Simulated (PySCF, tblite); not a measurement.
**C₃H₄F₃N, a complex of two parts: NMR shifts, interaction energy, spin-spin couplings and core binding energies**

Wanted: the NMR shifts, interaction energy, spin-spin couplings and core binding energies for `FC(F)F` with `CC#N`.

Programs: tblite 0.8.0 and PySCF 2.14.0. All values are calculated, for the isolated system unless a continuum is named. Atoms count from 0, parts from 1.

## 1. Starting point

11 atoms, charge 0, multiplicity 1; geometry: rigid parts in contact. Parts: 1 = atoms 0–4, `FC(F)F`, charge 0; 2 = atoms 5–10, `CC#N`, charge 0.

## 2. Bringing the parts together with GFN2-xTB

Job settings and geometry (Å):

```
{"job": {"kind": "dock", "xc": "GFN2-xTB", "basis": "xTB"}, "charge": 0, "multiplicity": 1, "parts": [{"atoms": "0-4", "charge": 0, "multiplicity": 1}, {"atoms": "5-10", "charge": 0, "multiplicity": 1}]}
F     -1.031163    -0.664433    -0.455274
C      0.001202    -0.005925     0.058090
F      1.115160    -0.486117    -0.481728
F     -0.109200     1.274098    -0.277130
H      0.024001    -0.117623     1.156043
C      1.298818     3.980791    -1.132935
C      0.771397     3.786204     0.189182
N      0.351971     3.631674     1.240760
H      1.592542     5.022208    -1.258261
H      2.167803     3.339839    -1.276244
H      0.537305     3.728043    -1.869616
```

Level: GFN2-xTB search for minima from random contacts, gas phase.

Run with:

```
OMP_NUM_THREADS=1 python cluster_run.py task.json out
```

This one command runs all jobs of the session in turn.

**Question.** The jobs that follow are: PBE0-D3(BJ)/def2-SVPD geometry optimisation, gas phase; GIAO PBE0/pcSseg-1 NMR shielding, non-relativistic, gas phase; wB97M-D3(BJ)/def2-SVPD interaction energy, counterpoise and uncorrected, gas phase; PBE0-D3(BJ)/def2-SVPD interaction energy, counterpoise and uncorrected, gas phase; B3LYP/pcJ-1 indirect spin-spin coupling, non-relativistic, gas phase; delta-SCF UKS SCAN, pcX-2 on the ionised atom, pcseg-1 elsewhere, spin-free X2C. Predict: binding energy (GFN2-xTB); point group; rotational constants (main isotopes); shieldings of C, H, F (PBE0/pcSseg-1); largest proton shift on binding; interaction energy, counterpoise (wB97M-D3(BJ)/def2-SVPD); superposition error; binding energy (with deformation); largest coupling of the table (B3LYP/pcJ-1); F1s binding energies, SCAN/pcX-2 (standing for 1 of 3 atoms); C1s binding energies, SCAN/pcX-2 (standing for 1 of 3 atoms); N1s binding energies, SCAN/pcX-2.

The runs gave:

| quantity | value |
| --- | --- |
| binding energy (GFN2-xTB) | -4.43 kcal/mol |
| point group | C1 |
| rotational constants (main isotopes) | 5.08, 0.95, 0.93 GHz |
| shieldings of C, H, F (PBE0/pcSseg-1) | C1 60.3, C6 61.2, C5 183.1, H4 24.4, H10 29.4, H9 29.4, H8 29.5, F2 266.5 ppm and more |
| largest proton shift on binding | H4, +0.74 ppm |
| interaction energy, counterpoise (wB97M-D3(BJ)/def2-SVPD) | -3.87 kcal/mol |
| superposition error | 0.91 kcal/mol |
| binding energy (with deformation) | -3.87 kcal/mol |
| largest coupling of the table (B3LYP/pcJ-1) | 1J(C,F) C1–F2, -352.2 Hz |
| F1s binding energies, SCAN/pcX-2 (standing for 1 of 3 atoms) | F0 693.98 eV |
| C1s binding energies, SCAN/pcX-2 (standing for 1 of 3 atoms) | C1 298.26 eV |
| N1s binding energies, SCAN/pcX-2 | N7 405.62 eV |
| range of the interaction energy over the runs of this table | -3.98 to -3.87 kcal/mol |

**Reading.** At its xTB geometry the search ends with the contact H4···N7 (weak hydrogen bond, 2.23 Å); 6 starts can't prove it the lowest minimum. A later relaxation moves these distances. The optimisation took 4 steps and gained 0.093 eV; among the close pairs (by a distance rule), C6–N7 changed most, from 1.133 to 1.156 Å. No frequency check was run at this level, so the end point may be a saddle. At PBE0/pcSseg-1: Shielding is most anisotropic at N7 (span 512 ppm, paramagnetic term -369 ppm). On binding (GIAO PBE0/pcSseg-1 NMR shielding, non-relativistic, gas phase), H4 moves most among the protons, 0.74 ppm downfield. The attractive terms split as electrostatic 62 %, orbital 25 %, dispersion 13 %, against 2.96 kcal/mol of Pauli repulsion. The terms sum to the uncorrected energy, so the orbital term holds the superposition error. A part with a negative deformation was relaxed at another level. Density functionals describe couplings to fluorine poorly, F–F couplings above all, so those rows are rough. The interaction energy runs from -3.98 (PBE0-D3(BJ)/def2-SVPD) to -3.87 kcal/mol (wB97M-D3(BJ)/def2-SVPD).
